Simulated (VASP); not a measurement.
Crystal: HfO2.

```
Hf O
1.0
     3.55802    0.00000    0.00000
     0.00000    3.55802    0.00000
     0.00000    0.00000    5.17186
Hf O
2 4
Cartesian
  0.0000 0.0000 0.0000
  1.7790 1.7790 2.5859
  0.0000 1.7790 1.0199
  1.7790 0.0000 1.5660
  1.7790 0.0000 4.1519
  0.0000 1.7790 3.6059
```

Measurements of this composition are mostly on another form, of space group No. 14.

| Property | Result |
| --- | --- |
| Program | VASP 6.6.1 |
| Task | single point |
| Functional | PBE |
| Potentials or basis | VASP PAW PBE potentials, release 64 (Hf_pv, O) |
| Cutoff | 520 eV |
| k mesh | 8 × 8 × 5 |
| Occupations | fermi-dirac, width 0.05 eV |
| Spin | no spin polarisation |

On this cell: pressure 6.5 GPa; largest force 0.099 eV/Å; band gap on the k mesh 4.76 eV, indirect (least direct gap 4.83 eV).

The same run follows on a disturbed copy (atoms moved at random, drawn with an rms of 0.05 Å):

```
CELL_PARAMETERS angstrom
3.55802 0.00000 0.00000
0.00000 3.55802 0.00000
0.00000 0.00000 5.17186
ATOMIC_POSITIONS crystal
Hf 0.00208 0.01029 0.01088
Hf 0.51311 0.50310 0.49438
O 0.98779 0.50715 0.19614
O 0.50208 0.99534 0.29651
O 0.49375 0.00212 0.81003
O 0.99675 0.49559 0.69163
```

Q: What does the disturbed cell give?

A: The energy moves by +20.0 meV/atom; pressure 8.0 GPa; largest force 1.582 eV/Å; band gap on the k mesh 4.54 eV, indirect (least direct gap 4.62 eV).

Forces in eV/Å, atoms in the order of the input:
```
Hf  -0.320 -0.123 -1.545
Hf  -0.566 -0.302  1.048
O    0.213 -0.196  0.418
O   -0.276  0.670  0.419
O    0.438 -0.103 -0.475
O    0.511  0.053  0.135
```

Stress tensor (GPa, compression positive):
```
 5.86 -0.18  0.46
-0.18 10.40 -0.26
 0.46 -0.26  7.73
```

Caveats: spin-orbit coupling is left out, which moves the levels of the heavy elements; an odd mesh through Γ misses points on the zone boundary, where band edges often lie.
